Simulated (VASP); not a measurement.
# TiS2 (P-3m1) in VASP: settings compared

Aim: see how the results for TiS2 move with the level of theory and the settings. Levels: r2SCAN, PBE+D3(BJ). Tasks: relaxation of cell and atoms.

Everything below comes from runs of VASP 6.6.1. Logs are shortened: lines on timing, memory, paths and dates and some standing lists are left out, and cuts for length are marked.

### 1 The structure

Symmetry: P-3m1, No. 164, trigonal system. Conventional cell: a = 3.412 Å, b = 3.412 Å, c = 5.695 Å, α = 90.00°, β = 90.00°, γ = 120.00°. Ti (site symmetry -3m) has 6 S at 2.43 Å as nearest neighbours. Around S (site symmetry 3m) lie 3 Ti at 2.43 Å.

### 2 Relaxation of cell and atoms, r2SCAN

File INCAR:

```
ALGO     = Normal         # electronic algorithm
EDIFF    = 1E-6           # SCF threshold, eV
EDIFFG   = -0.01          # ionic threshold
ENCUT    = 600            # plane-wave cutoff, eV
IBRION   = 2              # ionic algorithm
ISIF     = 3              # what is computed and relaxed
ISMEAR   = 1              # smearing method
LASPH    = True           # aspherical terms in the spheres
LCHARG   = False          # write CHGCAR
LMIXTAU  = True         
LREAL    = False          # projectors in reciprocal space
LWAVE    = False          # write WAVECAR
METAGGA  = R2SCAN         # meta-GGA
NELM     = 80             # most SCF steps
NSW      = 90             # ionic steps
PREC     = Accurate       # precision mode
SIGMA    = 0.1            # smearing width, eV
```

File KPOINTS:

```
k-points
0
Gamma
  12 12 7
```

File POSCAR:

```
TiS2
1.0
    3.4120000000      0.0000000000      0.0000000000
   -1.7060000000      2.9548786777      0.0000000000
    0.0000000000      0.0000000000      5.6950000000
Ti S
1 2
Direct
    0.0000000000      0.0000000000      0.0000000000
    0.3333333333      0.6666666667      0.2500000000
    0.6666666667      0.3333333333      0.7500000000
```

Potentials or basis: VASP PAW PBE potentials, release 64 (Ti_sv, S).

Launch:

```bash
cat potpaw_PBE.64/Ti_sv/POTCAR potpaw_PBE.64/S/POTCAR > POTCAR
mpirun -np 1 vasp_std > vasp.out
```

OUTCAR:

```text
EDIFF = 1E-6
   EDIFFG = -0.01
   ENCUT = 600
   IBRION = 2
   ISIF = 3
   ISMEAR = 1
   LASPH = True
   LREAL = False
   METAGGA = R2SCAN
   NELM = 80
   NSW = 90
   PREC = Accurate

 ion  position               nearest neighbor table
   1  0.000  0.000  0.000-   2 2.43   3 2.43   2 2.43   3 2.43   3 2.43   2 2.43
   2  0.333  0.667  0.250-   1 2.43   1 2.43   1 2.43
   3  0.667  0.333  0.750-   1 2.43   1 2.43   1 2.43

  LATTYP: Found a hexagonal cell.
 ALAT       =     3.4120000000
 C/A-ratio  =     1.6691090270

  Lattice vectors:

 A1 = (   3.4120000000,   0.0000000000,   0.0000000000)
 A2 = (  -1.7060000000,   2.9548786777,   0.0000000000)
 A3 = (   0.0000000000,   0.0000000000,   5.6950000000)

Analysis of symmetry for initial positions (statically):
=====================================================================
 Subroutine PRICEL returns:
 Original cell was already a primitive cell.

 Routine SETGRP: Setting up the symmetry group for a
 hexagonal supercell.

 Subroutine GETGRP returns: Found 12 space group operations
 (whereof 12 operations were pure point group operations)
 out of a pool of 24 trial point group operations.

The static configuration has the point symmetry D_3d.

Analysis of symmetry for dynamics (positions and initial velocities):
=====================================================================
 Subroutine PRICEL returns:
 Original cell was already a primitive cell.

 Routine SETGRP: Setting up the symmetry group for a
 hexagonal supercell.

 Subroutine GETGRP returns: Found 12 space group operations
 (whereof 12 operations were pure point group operations)
 out of a pool of 24 trial point group operations.

The dynamic configuration has the point symmetry D_3d.

 Subroutine INISYM returns: Found 12 space group operations
 (whereof 12 operations are pure point group operations),
 and found     1 'primitive' translations

----------------------------------------------------------------------------------------

                                     Primitive cell

  volume of cell :      57.4173

  direct lattice vectors                    reciprocal lattice vectors
     3.412000000  0.000000000  0.000000000     0.293083236  0.169211685  0.000000000
    -1.706000000  2.954878678  0.000000000     0.000000000  0.338423370  0.000000000
     0.000000000  0.000000000  5.695000000     0.000000000  0.000000000  0.175592625

  length of vectors
     3.412000000  3.412000000  5.695000000     0.338423370  0.338423370  0.175592625

  position of ions in fractional coordinates (direct lattice)
     0.000000000  0.000000000  0.000000000
     0.333333333  0.666666667  0.250000000
     0.666666667  0.333333333  0.750000000

  ion indices of the primitive-cell ions
   primitive index   ion index
                 1           1
                 2           2
                 3           3

----------------------------------------------------------------------------------------

 KPOINTS: k-points

Automatic generation of k-mesh.
 Grid dimensions read from file:
 generate k-points for:   12   12    7

 Generating k-lattice:

  Cartesian coordinates                     Fractional coordinates (reciprocal lattice)
     0.024423603  0.014100974  0.000000000     0.083333333  0.000000000  0.000000000
     0.000000000  0.028201947  0.000000000     0.000000000  0.083333333  0.000000000
     0.000000000  0.000000000  0.025084661     0.000000000  0.000000000  0.142857143

  Length of vectors
     0.028201947  0.028201947  0.025084661

  Shift w.r.t. Gamma in fractional coordinates (k-lattice)
     0.000000000  0.000000000  0.000000000

 Subroutine IBZKPT returns following result:
 ===========================================

 Found    112 irreducible k-points:

 Following reciprocal coordinates:
            Coordinates               Weight
  0.000000  0.000000  0.000000      1.000000
  0.083333 -0.000000  0.000000      6.000000
  0.166667 -0.000000  0.000000      6.000000
  0.250000  0.000000  0.000000      6.000000
  0.333333 -0.000000  0.000000      6.000000
  0.416667  0.000000  0.000000      6.000000
[... 16 lines left out ...]
  0.166667 -0.000000  0.142857      6.000000
  0.000000  0.166667  0.142857      6.000000
 [... further k-points ...]
   k-points           NKPTS =    112   k-points in BZ     NKDIM =    112   number of bands    NBANDS=     16
   number of dos      NEDOS =    301   number of ions     NIONS =      3
   total plane-waves  NPLWV =  37632
   dimension x,y,z NGX =    28 NGY =   28 NGZ =   48
   dimension x,y,z NGXF=    56 NGYF=   56 NGZF=   96
   ions per type =               1   2
   NGX,Y,Z   is equivalent  to a cutoff of  13.64, 13.64, 14.01 a.u.
   NGXF,Y,Z  is equivalent  to a cutoff of  27.29, 27.29, 28.02 a.u.
 SYSTEM =  unknown system
   PREC   = accura    normal or accurate (medium, high low for compatibility)
   ISTART =      0    job   : 0-new  1-cont  2-samecut
   ICHARG =      2    charge: 1-file 2-atom 10-const
   ISPIN  =      1    spin polarized calculation?
   LNONCOLLINEAR =      F non collinear calculations
   LSORBIT =      F    spin-orbit coupling
   LASPH  =      T    aspherical Exc in radial PAW
   ENCUT  =  600.0 eV  44.10 Ry    6.64 a.u.   6.81  6.81 11.37*2*pi/ulx,y,z
   NELM   =     80;   NELMIN=  2; NELMDL= -5     # of ELM steps
   EDIFF  = 0.1E-05   stopping-criterion for ELM
   LREAL  =      F    real-space projection
   EDIFFG = -.1E-01   stopping-criterion for IOM
   NSW    =     90    number of steps for IOM
   IBRION =      2    ionic relax: 0-MD 1-quasi-New 2-CG
   NFREE  =      1    steps in history (QN), initial steepest desc. (CG)
   ISIF   =      3    stress and relaxation
   ISYM   =      2    0-nonsym 1-usesym 2-fastsym
   POTIM  = 0.5000    time-step for ionic-motion
   TEBEG  =    0.0;   TEEND  =   0.0 temperature during run
   PSTRESS=    0.0 pullay stress
   NELECT =      24.0000    total number of electrons
   NUPDOWN=      -1.0000    fix difference up-down
   EMIN   =  10.00;   EMAX   =-10.00  energy-range for DOS
   EFERMI =   0.00;   METHOD = LEGACY
   ISMEAR =     1;   SIGMA  =   0.10  broadening in eV -4-tet -1-fermi 0-gaus
   EFERMI_NEDOS =   21; number of points for ismear=-14 and -15
   IALGO  =     38    algorithm
   IMIX   =      4    mixing-type and parameters
     AMIX     =   0.40;   BMIX     =  1.00
     AMIX_MAG =   1.60;   BMIX_MAG =  1.00
  volume/ion in A,a.u.               =      19.14       129.16
  Fermi-wavevector in a.u.,A,eV,Ry     =   1.224046  2.313112 20.385458  1.498289
  Thomas-Fermi vector in A             =   2.359135
   LORBIT       =      0    0 simple, 1 ext, 2 COOP (PROOUT), +10 PAW based schemes
   METAGGA = R2SCAN    functional components
   LHFCALC =     F    Hartree Fock is set to
   AEXX    =    0.0000 exact exchange contribution
   IVDW    =     0    specifies the selected vdW correction
   LEPSILON=     F    determine dielectric tensor
   LRPA    =     F    only Hartree local field effects (RPA)
 conjugate gradient relaxation of ions
 non-spin polarized calculation
 Methfessel and Paxton  Order N= 1 SIGMA  =   0.10
  energy-cutoff  :      600.00
  volume of cell :       57.42
 maximum number of plane-waves:      1943
   NGX = 13   NGY = 13   NGZ = 23

--------------------------------------- Ionic step        1  -------------------------------------------

 number of electron      23.9999999 magnetization

 Free energy of the ion-electron system (eV)
  ---------------------------------------------------
  ext. energy  EPLUGINS =         0.00000000
  ---------------------------------------------------
  free energy    TOTEN  =       -33.46898939 eV

  energy without entropy =      -33.46931326  energy(sigma->0) =      -33.46909735

------------------------ aborting loop because EDIFF is reached ----------------------------------------

  FORCE on cell =-STRESS in cart. coord.  units (eV):
  Direction    XX          YY          ZZ          XY          YZ          ZX
  --------------------------------------------------------------------------------------
  -------------------------------------------------------------------------------------
  Total        0.0577028      0.0577028     -0.1739099      0.0000000      0.0000000      0.0000000
  in kB        1.6101450      1.6101450     -4.8528012      0.0000000      0.0000000      0.0000000
  external PRESSURE =      -0.5441704 kB  Pullay stress =       0.0000000 kB
[... 92 lines left out ...]
  FREE ENERGIE OF THE ION-ELECTRON SYSTEM (eV)
  ---------------------------------------------------
  free  energy   TOTEN  =       -33.4747687207 eV

  energy  without entropy=      -33.4750881689  energy(sigma->0) =      -33.47487520

[... ionic steps 4 to 9 ...]

--------------------------------------- Ionic step       10  -------------------------------------------

 number of electron      23.9999995 magnetization

------------------------ aborting loop because EDIFF is reached ----------------------------------------

  FORCE on cell =-STRESS in cart. coord.  units (eV):
  Direction    XX          YY          ZZ          XY          YZ          ZX
  --------------------------------------------------------------------------------------
  -------------------------------------------------------------------------------------
  Total       -0.1332440     -0.1332440     -0.0109238     -0.0000000      0.0000000      0.0000000
  in kB       -3.5061764     -3.5061764     -0.2874479     -0.0000000      0.0000000      0.0000000
  external PRESSURE =      -2.4332669 kB  Pullay stress =       0.0000000 kB
[... 59 lines left out ...]
  energy  without entropy=      -33.4897478798  energy(sigma->0) =      -33.48956566

--------------------------------------- Ionic step       12  -------------------------------------------

 number of electron      23.9999995 magnetization

 Free energy of the ion-electron system (eV)
  ---------------------------------------------------
  ext. energy  EPLUGINS =         0.00000000
  ---------------------------------------------------
  free energy    TOTEN  =       -33.48952445 eV

  energy without entropy =      -33.48979300  energy(sigma->0) =      -33.48961397

 E-fermi :   4.8162     XC(G=0): -10.2757

 val. band max:        4.6098386203   @ k =   0.0000   0.0000   0.0000
 cond. band min:       4.8682628577   @ k =   0.5000   0.0000   0.4286
 fundamental gap:      0.2584242374
 Fermi energy:         4.8162424311

 k-point     1 :       0.0000    0.0000    0.0000
  band No.  band energies     occupation
      1     -55.4659      2.00000
      2     -30.6418      2.00000
      3     -30.5958      2.00000
      4     -30.5957      2.00000
      5      -9.6153      2.00000
      6      -8.0420      2.00000
[... 8 lines left out ...]
     15       5.8475     -0.00000
     16       8.3820      0.00000
[... 420 lines left out ...]
  band No.  band energies     occupation
      1     -55.4631      2.00000
      2     -30.6355      2.00000
      3     -30.6274      2.00000
      4     -30.6029      2.00000
      5      -9.2670      2.00000
      6      -8.0203      2.00000
[... 8 lines left out ...]
     15       6.3976     -0.00000
     16       7.8607      0.00000

 [... further k-points ...]

------------------------ aborting loop because EDIFF is reached ----------------------------------------

  FORCE on cell =-STRESS in cart. coord.  units (eV):
  Direction    XX          YY          ZZ          XY          YZ          ZX
  --------------------------------------------------------------------------------------
  -------------------------------------------------------------------------------------
  Total        0.0033679      0.0033679     -0.0035950     -0.0000000      0.0000000      0.0000000
  in kB        0.0888388      0.0888388     -0.0948291     -0.0000000      0.0000000      0.0000000
  external PRESSURE =       0.0276161 kB  Pullay stress =       0.0000000 kB
[... 18 lines left out ...]
  FREE ENERGIE OF THE ION-ELECTRON SYSTEM (eV)
  ---------------------------------------------------
  free  energy   TOTEN  =       -33.4895244546 eV

  energy  without entropy=      -33.4897929978  energy(sigma->0) =      -33.48961397

 reached required accuracy - stopping structural energy minimisation
```

It took 27 min on 1 thread of Intel Xeon 6975P-C (Granite Rapids), shared host; peak memory 0.3 GiB.

Results:

| Quantity | Value |
| --- | --- |
| Free energy | -33.4895 eV |
| Relaxed volume | 20.25 Å³/atom |
| Relaxed cell | a = 3.427 Å, b = 3.427 Å, c = 5.971 Å, α = 90.00°, β = 90.00°, γ = 120.00° |
| Space group after relaxing (to 0.05 Å) | P-3m1 (No. 164) |
| Energy gained by relaxing | 6.8 meV/atom |
| Ionic steps | 12 |
| Pressure after relaxing | 0.0 GPa |
| Largest force after relaxing | 0.005 eV/Å |
| Band gap on the k mesh | 0.26 eV, indirect (least direct gap 0.66 eV) |

Forces in eV/Å, atoms in the order of the input:
```
Ti   0.000  0.000  0.000
S    0.000  0.000  0.005
S    0.000  0.000 -0.005
```

Step by step:
```tsv
step	energy change (eV)	largest force (eV/Å)	pressure (GPa)	volume (Å³)
1	0.0000	0.3084	-0.05	57.42
2	-0.0057	0.0718	0.96	57.36
3	-0.0058	0.0329	1.14	57.35
4	-0.0099	0.0406	0.48	58.03
5	-0.0113	0.0527	-0.36	58.95
6	-0.0145	0.0205	-0.26	59.29
7	-0.0192	0.0758	0.15	60.32
8	-0.0194	0.1002	0.25	60.59
9	-0.0196	0.0913	-0.68	61.16
10	-0.0203	0.0009	-0.24	60.89
11	-0.0205	0.0073	0.10	60.68
12	-0.0205	0.0052	0.00	60.74
```

Final structure:
```yaml
crystal:
  lattice:
    - [3.42728, 0.00000, 0.00000]
    - [-1.71364, 2.96811, 0.00000]
    - [0.00000, 0.00000, 5.97095]
  atoms:
    - { symbol: Ti, position: [0.00000, 0.00000, 0.00000] }
    - { symbol: S, position: [0.33333, 0.66667, 0.23469] }
    - { symbol: S, position: [0.66667, 0.33333, 0.76531] }
```

Caveat: the PAW data sets were made with another functional, which shifts forces and pressure a little; an odd mesh through Γ misses points on the zone boundary, where band edges often lie. Zero-point motion and thermal expansion aren't in these numbers.

(Part 1 of 2 ends here.)
